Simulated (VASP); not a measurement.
**Ta2N: single point with PBE**

Ta2N:

```
Ta N
1.0
     5.29657    0.00000    0.00000
    -2.64829    4.58697    0.00000
     0.00000    0.00000    4.93918
Ta N
6 3
Direct
  0.66636 0.66636 0.75362
  0.00000 0.33364 0.75362
  0.33364 0.00000 0.75362
  0.33364 0.33364 0.24638
  0.00000 0.66636 0.24638
  0.66636 0.00000 0.24638
  0.66667 0.33333 0.50000
  0.33333 0.66667 0.50000
  0.00000 0.00000 0.00000
```

The cell comes from a database or a generator and needn't be the stable form of this composition.

```json
{
  "Program": "VASP 6.6.1",
  "Task": "single point",
  "Functional": "PBE",
  "Potentials or basis": "VASP PAW PBE potentials, release 64 (Ta_pv, N)",
  "Cutoff": "520 eV",
  "k mesh": "6 × 6 × 4",
  "Occupations": "gaussian, width 0.1 eV",
  "Spin": "no spin polarisation"
}
```

- Pressure: 3.3 GPa
- Largest force: 0.038 eV/Å
- Band gap on the k mesh: none (metal or under the smearing width)

Forces on the atoms (eV/Å):
```
Ta   0.018  0.031 -0.011
Ta   0.018 -0.031 -0.011
Ta  -0.036  0.000 -0.011
Ta  -0.018 -0.031  0.011
Ta  -0.018  0.031  0.011
Ta   0.036  0.000  0.011
N    0.000  0.000  0.000
N    0.000  0.000  0.000
N    0.000  0.000  0.000
```

Stress tensor (GPa, compression positive):
```
3.44 0.00 0.00
0.00 3.44 0.00
0.00 0.00 3.05
```

Levels at points of the mesh, in eV from the Fermi level:
```
           k point  band 37  band 38  band 39  band 40  band 41  band 42  band 43  band 44  band 45  band 46
(0.00, 0.00, 0.00)    -1.61    -0.75    -0.45    -0.45    -0.33    -0.06    -0.06     0.75     0.75     1.77
(0.50, 0.00, 0.00)    -2.06    -1.93    -1.37     0.41     0.62     0.99     1.03     1.84     2.30     2.43
(0.00, 0.00, 0.50)    -1.70    -1.70    -1.35    -1.35    -0.89     0.68     0.68     0.90     2.08     2.08
(0.50, 0.00, 0.50)    -2.10    -1.22    -1.17    -0.72    -0.07     0.19     0.20     0.66     1.02     2.70
```

Run time: 2.5 min on 1 thread of Intel(R) Xeon(R) 6975P-C (Granite Rapids), with other jobs on the host, peak memory 0.29 GiB.

Spin-orbit coupling is left out, which matters for the levels of Ta.
